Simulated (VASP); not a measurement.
A run of VASP 6.6.1 is set up as follows.

File INCAR:

```
SYSTEM = Pb
ALGO = Normal
EDIFF = 1E-7
ENCUT = 520
GGA = PS
GGA_COMPAT = .FALSE.
ISIF = 2
ISMEAR = -1
LASPH = .TRUE.
LCHARG = .FALSE.
LNONCOLLINEAR = .TRUE.
LORBIT = 11
LREAL = .FALSE.
LSORBIT = .TRUE.
LWAVE = .FALSE.
MAGMOM = 0 0 0
NELM = 60
PREC = Accurate
SIGMA = 0.05
```

File KPOINTS:

```
k-points
0
G
  7 7 7
  0 0 0
```

File POSCAR:

```
Pb
1.0
    0.0000000000      2.4750200000      2.4750200000
    2.4750200000      0.0000000000      2.4750200000
    2.4750200000      2.4750200000      0.0000000000
Pb
1
Direct
    0.0000000000      0.0000000000      0.0000000000
```

Contents of KPOINTS_OPT:

```
path GXWKGLUWLK,UX
20
line-mode
reciprocal
 0.0000000000  0.0000000000  0.0000000000  G
 0.5000000000  0.0000000000  0.5000000000  X

 0.5000000000  0.0000000000  0.5000000000  X
 0.5000000000  0.2500000000  0.7500000000  W

 0.5000000000  0.2500000000  0.7500000000  W
 0.3750000000  0.3750000000  0.7500000000  K

 0.3750000000  0.3750000000  0.7500000000  K
 0.0000000000  0.0000000000  0.0000000000  G

 0.0000000000  0.0000000000  0.0000000000  G
 0.5000000000  0.5000000000  0.5000000000  L

 0.5000000000  0.5000000000  0.5000000000  L
 0.6250000000  0.2500000000  0.6250000000  U

 0.6250000000  0.2500000000  0.6250000000  U
 0.5000000000  0.2500000000  0.7500000000  W

 0.5000000000  0.2500000000  0.7500000000  W
 0.5000000000  0.5000000000  0.5000000000  L

 0.5000000000  0.5000000000  0.5000000000  L
 0.3750000000  0.3750000000  0.7500000000  K

 0.6250000000  0.2500000000  0.6250000000  U
 0.5000000000  0.0000000000  0.5000000000  X
```

Potentials or basis: VASP PAW PBE potentials, release 64 (Pb_d).

The run is started by

```console
$ cat potpaw_PBE.64/Pb_d/POTCAR > POTCAR
$ mpirun -np 1 vasp_ncl > vasp.out
```

Question: What does it give for the pressure?

Answer: -0.1 GPa.

Caveat: the PAW data sets were made with another functional, which shifts forces and pressure a little.
